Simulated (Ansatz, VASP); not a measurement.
# Two plane-wave programs on Sn

File POSCAR:

```
Sn
1.0
   -2.9401404553      2.9401404553      1.5993019889
    2.9401404553     -2.9401404553      1.5993019889
    2.9401404553      2.9401404553     -1.5993019889
Sn
2
Direct
    0.0000000000      0.0000000000      0.0000000000
    0.7500000000      0.2500000000      0.5000000000
```

INCAR.step1

```
SYSTEM = Sn
  PREC = Accurate
  ENCUT = 520
  ISMEAR = -1
  SIGMA = 0.05
  LREAL = .False.
  LASPH = .True.
  NELM = 100
  NBANDS = 21
  GGA = PE
  ALGO = Normal
  EDIFF = 1E-4
  LWAVE = .True.
  LCHARG = .False.
```

The input INCAR.step2:

```
SYSTEM = Sn
  PREC = Accurate
  ENCUT = 520
  EDIFF = 1E-7
  ISMEAR = -1
  SIGMA = 0.05
  LREAL = .False.
  LASPH = .True.
  NELM = 100
  ALGO = Normal
  ISIF = 2
  LWAVE = .False.
  LCHARG = .False.
  METAGGA = R2SCAN
  LMIXTAU = .True.
  NBANDS = 21
  ISTART = 1
```

KPOINTS

```
regular mesh
0
Gamma
  5 5 5
  0 0 0
```

Contents of input.yaml:

```yaml
crystal:
  lattice:
    - [-2.9401404553, 2.9401404553, 1.5993019889]
    - [2.9401404553, -2.9401404553, 1.5993019889]
    - [2.9401404553, 2.9401404553, -1.5993019889]
  atoms:
    - { symbol: Sn, position: [0.0, 0.0, 0.0] }
    - { symbol: Sn, position: [0.75, 0.25, 0.5] }
hamiltonian:
  xc: r2scan
  pseudopotentials: { kind: paw }
kpoints:
  mp_grid: { grid: [5, 5, 5] }
  band_path:
    path:
      - [[0.0, 0.0, 0.0], [0.0, 0.0, 0.5], [-0.5, 0.5, 0.5], [0.0, 0.0, 0.0], [0.3239715651, 0.3239715651, -0.3239715651], [0.25, 0.25, 0.25], [0.0, 0.5, 0.0], [-0.3239715651, 0.6760284349, 0.3239715651], [-0.5, 0.5, 0.5]]
      - [[0.0, 0.0, 0.5], [0.25, 0.25, 0.25]]
    npoints: 14
scf:
  occupations: { method: fermi_dirac, width: 0.05 }
  n_extra_bands: 6
output:
  forces: true
  stress: true
  eigenvalues: true
  fatbands: false
```

Alike in both runs: functional r2SCAN; k mesh 5 × 5 × 5; occupations fermi-dirac, width 0.05 eV; no spin polarisation.

|  | VASP | Ansatz |
| --- | --- | --- |
| version | VASP 6.6.1 | Ansatz 0.2.0 |
| potentials or method | VASP PAW PBE potentials, release 64 (Sn_d) | Ansatz PAW |
| plane-wave cutoff (eV) | 520 | 500 |
| valence electrons in the cell | 28 | 28 |
| task | single point | band structure |

```tsv
	VASP	Ansatz	Ansatz less VASP
gap on the k mesh at the Fermi level (eV)	none	none	-
pressure (GPa)	0.4	0.4	+0.02
largest component of the traceless stress (GPa)	4.09	4.09	-0.004
```

A gap of «none» marks a metal or a gap that the smearing closes. With one functional, cell and mesh, what is left measures potentials, basis and numerics.

Caveats: the k mesh is coarse (spacing up to 0.45 Å⁻¹), so the values aren't converged; the PAW data sets were made with another functional, which shifts forces and pressure a little (VASP); spin-orbit coupling is left out, which moves the levels of the heavy elements (Ansatz); the PAW data sets come from PBE, with cores solved anew for the run's functional, which leaves a small shift of forces and pressure (Ansatz).
